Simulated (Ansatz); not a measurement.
## AlN with an N vacancy: field gradients at two levels of theory

Cell: a supercell of AlN (wurtzite type, P6_3mc) built from a COD entry, with the ions relaxed around the defect (PBE).

```yaml
crystal:
  lattice:
    - [6.22600, 0.00000, 0.00000]
    - [-3.11300, 5.39187, 0.00000]
    - [0.00000, 0.00000, 9.96200]
  atoms:
    - { symbol: Al, position: [0.16667, 0.33333, 0.99090] }
    - { symbol: Al, position: [0.16667, 0.33333, 0.50154] }
    - { symbol: Al, position: [0.16442, 0.83221, 0.99909] }
    - { symbol: Al, position: [0.16548, 0.83274, 0.50064] }
    - { symbol: Al, position: [0.66779, 0.33558, 0.99909] }
    - { symbol: Al, position: [0.66726, 0.33452, 0.50064] }
    - { symbol: Al, position: [0.66779, 0.83221, 0.99909] }
    - { symbol: Al, position: [0.66726, 0.83274, 0.50064] }
    - { symbol: Al, position: [0.33615, 0.16385, 0.25096] }
    - { symbol: Al, position: [0.33370, 0.16630, 0.74956] }
    - { symbol: Al, position: [0.33615, 0.67230, 0.25096] }
    - { symbol: Al, position: [0.33370, 0.66740, 0.74956] }
    - { symbol: Al, position: [0.82770, 0.16385, 0.25096] }
    - { symbol: Al, position: [0.83260, 0.16630, 0.74956] }
    - { symbol: Al, position: [0.83333, 0.66667, 0.25204] }
    - { symbol: Al, position: [0.83333, 0.66667, 0.74930] }
    - { symbol: N, position: [0.16667, 0.33333, 0.69250] }
    - { symbol: N, position: [0.16508, 0.83254, 0.19038] }
    - { symbol: N, position: [0.16741, 0.83371, 0.69128] }
    - { symbol: N, position: [0.66746, 0.33492, 0.19038] }
    - { symbol: N, position: [0.66629, 0.33259, 0.69128] }
    - { symbol: N, position: [0.66746, 0.83254, 0.19038] }
    - { symbol: N, position: [0.66629, 0.83371, 0.69128] }
    - { symbol: N, position: [0.33251, 0.16749, 0.43949] }
    - { symbol: N, position: [0.33341, 0.16659, 0.94322] }
    - { symbol: N, position: [0.33251, 0.66502, 0.43949] }
    - { symbol: N, position: [0.33341, 0.66682, 0.94322] }
    - { symbol: N, position: [0.83498, 0.16749, 0.43949] }
    - { symbol: N, position: [0.83318, 0.16659, 0.94322] }
    - { symbol: N, position: [0.83333, 0.66667, 0.44140] }
    - { symbol: N, position: [0.83333, 0.66667, 0.94049] }
```

Atom numbers follow the list; atoms alike are taken as one site, whose name carries the number of the first.

First run. Level of theory: DFT, PBE, plane waves and PAW, scalar-relativistic, collinear spin, 420 eV cutoff, Γ-centred 4×4×2 k-points, Fermi–Dirac smearing 0.01 eV, cell charge +1 (Ansatz 0.2.0). Start moments as typed (μB): 0.5 0 0 0 0 0 0 0 0.5 0 0.5 0 0.5 0 0 0 0 0 0 0 0 0 0 0 0 0 0 0 0 0 0 by atom.

```csv
site,atom,V_zz (10²¹ V/m²),η
Al1,1,5.72,0.00
Al2,2,0.17,0.00
Al3,3,0.87,0.46
Al4,4,-0.35,0.16
Al9,9,3.98,0.01
Al10,10,1.21,0.05
Al15,15,-0.10,0.00
Al16,16,0.59,0.00
N17,17,0.30,0.00
N18,18,1.53,0.26
N19,19,0.21,0.23
N24,24,0.87,0.06
N25,25,0.95,0.07
N31,31,-0.036,0.00
```

Second run. The same atoms and settings, except that the functional is r2SCAN and the cutoff is 500 eV.

(1) Given the first result, estimate the second.

Answers

(1) 

| site | atom | V_zz | η | change of V_zz |
| --- | --- | --- | --- | --- |
| Al1 | 1 | 5.63 | 0.00 | -0.09 |
| Al2 | 2 | 0.18 | 0.00 | +0.01 |
| Al3 | 3 | 0.88 | 0.46 | +0.01 |
| Al4 | 4 | -0.35 | 0.20 | 0.00 |
| Al9 | 9 | 3.88 | 0.01 | -0.10 |
| Al10 | 10 | 1.21 | 0.06 | 0.00 |
| Al15 | 15 | -0.099 | 0.00 | 0.00 |
| Al16 | 16 | 0.60 | 0.00 | +0.01 |
| N17 | 17 | 0.30 | 0.00 | 0.00 |
| N18 | 18 | 1.57 | 0.26 | +0.04 |
| N19 | 19 | 0.21 | 0.24 | 0.00 |
| N24 | 24 | 0.89 | 0.05 | +0.02 |
| N25 | 25 | 0.99 | 0.06 | +0.04 |
| N31 | 31 | -0.044 | 0.00 | -0.01 |

The largest change of V_zz is on Al9, from 3.98 to 3.88. In per cent, |V_zz| changes by -3 to +2 on Al, +3 to +4 on N (all sites that start above 0.5). Sites with |V_zz| of 0.02 or less aren't listed.

The defect repeats with the cell of 31 atoms, so it feels its images: sites between two images don't show the values beside a lone defect, and zeros or small values of η there can come from the images' arrangement. Al and N carry a gradient in the pure host already, so the values there aren't the defect's effect alone. A uniform background compensates the cell's charge. The start moments die out, and the run ends without spin.
For the first run: The centre was started off its lattice site, so that it could distort. The cell keeps the host's lattice, where the PBE pressure is 6 GPa (in a charged cell this depends on the convention for the mean potential).
For the second run: The program didn't check the stability of this electronic state in full, so a lower one may lie near. With these PAW files V_zz is typically within 2 to 3 % of all-electron values, but misses above 10 % occur on Al.
